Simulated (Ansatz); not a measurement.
The system is CoSi2.

```xyz
3
Lattice="0.0000 2.6780 2.6780 2.6780 0.0000 2.6780 2.6780 2.6780 0.0000" Properties=species:S:1:pos:R:3 pbc="T T T"
Co    0.0000    0.0000    0.0000
Si    4.0170    4.0170    4.0170
Si    1.3390    1.3390    1.3390
```

Below is the output of Ansatz 0.2.0 for this cell. Logs are shortened: lines on timing, memory, paths and dates and some standing lists are left out, and cuts for length are marked.

```text
Warning: RAYON_NUM_THREADS=2 ignored (pool sized by the plan → 2); use --threads N
scf.n_extra_bands = 7 over 13 filled bands (N_el = 25.0): the run solves 20 bands
Engine: ansatz 0.2.0, x86_64-unknown-linux-gnu
Pseudopotentials: kind: paw
Pseudopotential: Co, paw, valence charge 17, recommended cutoff 420 eV (normal), Co.paw.azcp
Pseudopotential: Si, paw, valence charge 4, recommended cutoff 420 eV (normal), Si.paw.azcp
Functional definition: RPBE
  parameter kappa = 0.804
  parameter beta = 0.06672455060314922
  exchange = rpbe_x(kappa = kappa, mu = beta*pi^2/3)
  correlation = pbe_c(beta = beta)
Crystal: 3 atoms, lattice volume = 38.412 Å³
Basis set: ecut = 420 eV, 749 PW (Γ), exchange–correlation on 54×54×54 points (8 copies of the dense FFT grid, shifted against one another)
Bands: 20, of which v1, the nominal top of the filled ones, is band 13 counted from 1 (12 counted from 0)
Symmetry: 48 space group operations
Space group: Fm-3m (ITA 225), of the structure as read, at distance tolerance 3.4e-5 Å
Magnetic group: BNS 225.116 (UNI 1618), of the structure as read, at distance tolerance 3.4e-5 Å
k-points: 35 of 729
Non-local potential: Co, projectors of the file, l = 0: 3, l = 1: 2, l = 2: 3, l = 3: 1
Non-local potential: Si, projectors of the file, l = 0: 2, l = 1: 2, l = 2: 2
PAW form: soft (Blöchl's): semilocal exchange-correlation on the pseudo side does not see the compensation charge
PAW frozen core: Co, regenerated for the run's functional, and the local potential with it (the file was generated under x = pbe(κ = 0.804, μ = 0.2195149727645171), c = pbe(β = 0.06672455060314922))
PAW frozen core: Si, regenerated for the run's functional, and the local potential with it (the file was generated under x = pbe(κ = 0.804, μ = 0.2195149727645171), c = pbe(β = 0.06672455060314922))
PAW one-centre angular grid: Co, 590 points (default); XC on 64 Gauss nodes
PAW one-centre angular grid: Si, 110 points (default); XC on 64 Gauss nodes
Initial density: superposition of atomic densities (chi_scale 0.1, normalization cell)
Starting moments: Σ|m| = 2 μB on 1 of 3 sites
Initial wavefunctions: pseudopotential atomic-orbital guess
Functional: x = rpbe, c = pbe(β = 0.06672455060314922)
SCF iter   1: F=—  HF=-6409.183744 eV  |F-HF|=—  |Δ(HF+E_count)|=         —  Δρ=1.54e-1 (↑1.54e-1 ↓9.13e-2)  dr2=1.60e0  dr2_m=5.02e0  M=0.325 μB ∫|m|=0.428 μB  β_m=0.30  ethr=3.10e-3  ⟨swp⟩=5.8  Hψ=6971  notcnv=0  defer=3
Mixer restart at iter 1: flushing history
[... 16 lines left out ...]
NSCF: frozen V_eff on 142 k-points
SCF converged after 12 iterations
Magnetization: 0.0000 μB (12.5000 up, 12.5000 down)
Absolute magnetization: 0.0000 μB (∫|ρ↑−ρ↓|, with the PAW one-centre terms)
Spin contamination: 0.0000 ħ² per cell (⟨S²⟩ above its minimum at these occupations)
Per-site moments (μB) at R_I (Å): [(1.9262803110508847e-7, 0.9566766129255746), (5.511266792217702e-8, 0.9566766129255746), (5.511266790034442e-8, 0.9566766129255748)]
Free energy (F): -6410.088476 eV
Harris-Foulkes:  -6410.088476 eV  (|F-HF|=1.36e-9)
Internal energy: -6410.078287 eV  (E = F + TS)
E sigma→0 (E₀):  -6410.083382 eV
Entropy (-TS):   -0.010188 eV (-3.396 meV/atom)
Fermi energy:    12.955907 eV
--- Per-component energies (eV) ---
  E_band       = -282.253217
  E_kinetic    = 547.317584
  E_local      = -4094.077000  (includes V_loc(G=0)·N_el)
  E_nonlocal   = 499.067178
  E_hartree    = 1782.526023
  E_xc         = -274.347898
  E_vxc        = -304.935821  (∫ρ·V_xc dr)
  E_paw        = -2551.983623  (= ΣΔE_a)
  E_vpaw       = -494.680575  (= ΣTr[D̂ρ^β])
  E_aug_tail   = 0.000173  (compensation charges beyond the density's cutoff)
  E_ewald      = -2318.486437
  E_core_change = -0.094286  (= ΣΔE_core)
  E_smearing   = -0.010188  (= −TS)
  E_closure    = 0.000000  (closes the sum)
  Σ components = -6410.088476   (vs F -6410.088476, Δ=0.00e0)
--- Forces (eV/Å), atoms counted from 1 ---
  atom   1  Co    -0.00000000     0.00000000     0.00000000
  atom   2  Si     0.00000000     0.00000000     0.00000000
  atom   3  Si    -0.00000000     0.00000000     0.00000000
  max |Σ_I F_I| component: 3.70e-17 eV/Å
--- Stress (GPa, compression-positive) ---
        3.447034       0.000000      -0.000000
       -0.000000       3.447034       0.000000
       -0.000000      -0.000000       3.447034
  P = ⅓ Tr σ = 3.4470 GPa (34.470 kbar)
--- Band table (eV; the first three rows and the last of 70) ---
  k-point 0 ↑: bands = ["-81.9063", "-45.1436", "-45.1436", "-45.1436", "-0.1606", "8.9011", "8.9011", "8.9011", "11.0817", "11.0817", "13.8339", "16.3976", "16.3976", "16.3976", "16.4238", "16.4238", "16.4238", "18.6667", "18.6667", "18.6667"]
  k-point 1 ↑: bands = ["-81.9063", "-45.1439", "-45.1436", "-45.1436", "0.0271", "8.4481", "8.9672", "8.9672", "11.0275", "11.0275", "13.8065", "14.7544", "15.4171", "15.4171", "17.3771", "17.3771", "18.2298", "18.2298", "18.3387", "18.4267"]
  k-point 2 ↑: bands = ["-81.9064", "-45.1446", "-45.1437", "-45.1437", "0.5837", "7.3098", "9.1345", "9.1345", "10.9427", "10.9427", "12.4529", "14.4265", "14.4265", "15.1569", "17.0416", "17.0416", "17.7546", "19.2352", "19.2352", "20.1158"]
  k-point 34 ↓: bands = ["-81.9063", "-45.1454", "-45.1451", "-45.1444", "4.3108", "5.1245", "7.1236", "7.2638", "10.4870", "10.7470", "11.1556", "11.5870", "12.3171", "16.2212", "16.8896", "18.6075", "20.2702", "22.0919", "23.2566", "25.3995"]
```

Question: What input gives this log?

Answer: Band structure with RPBE, collinear spin, ferromagnetic start. The files as run (others can give the same):

input.yaml
```yaml
crystal:
  lattice:
    - [0.0, 2.678, 2.678]
    - [2.678, 0.0, 2.678]
    - [2.678, 2.678, 0.0]
  atoms:
    - { symbol: Co, position: [0.0, 0.0, 0.0], spin: 2.0 }
    - { symbol: Si, position: [0.75, 0.75, 0.75] }
    - { symbol: Si, position: [0.25, 0.25, 0.25] }
hamiltonian:
  xc: rpbe
  pseudopotentials: { kind: paw }
magnetization:
  spin_polarized: true
kpoints:
  mp_grid: { grid: [9, 9, 9] }
  band_path:
    path:
      - [[0.0, 0.0, 0.0], [0.5, 0.0, 0.5], [0.5, 0.25, 0.75], [0.375, 0.375, 0.75], [0.0, 0.0, 0.0], [0.5, 0.5, 0.5], [0.625, 0.25, 0.625], [0.5, 0.25, 0.75], [0.5, 0.5, 0.5], [0.375, 0.375, 0.75]]
      - [[0.625, 0.25, 0.625], [0.5, 0.0, 0.5]]
    npoints: 14
scf:
  occupations: { method: fermi_dirac, width: 0.05 }
  n_extra_bands: 7
output:
  forces: true
  stress: true
  eigenvalues: true
  fatbands: true
```

Potentials or basis: Ansatz PAW.
Command:
```bash
$ ansatz run input.yaml --threads 2 --pin off --max-ram 5632MiB --backend cpu --events-out ev --progress --plain --runs-dir out
```

Caveat: the starting moments collapsed, and a magnetic state may lie lower; the PAW data sets come from PBE, with cores solved anew for the run's functional, which leaves a small shift of forces and pressure; the starting moments weren't kept.
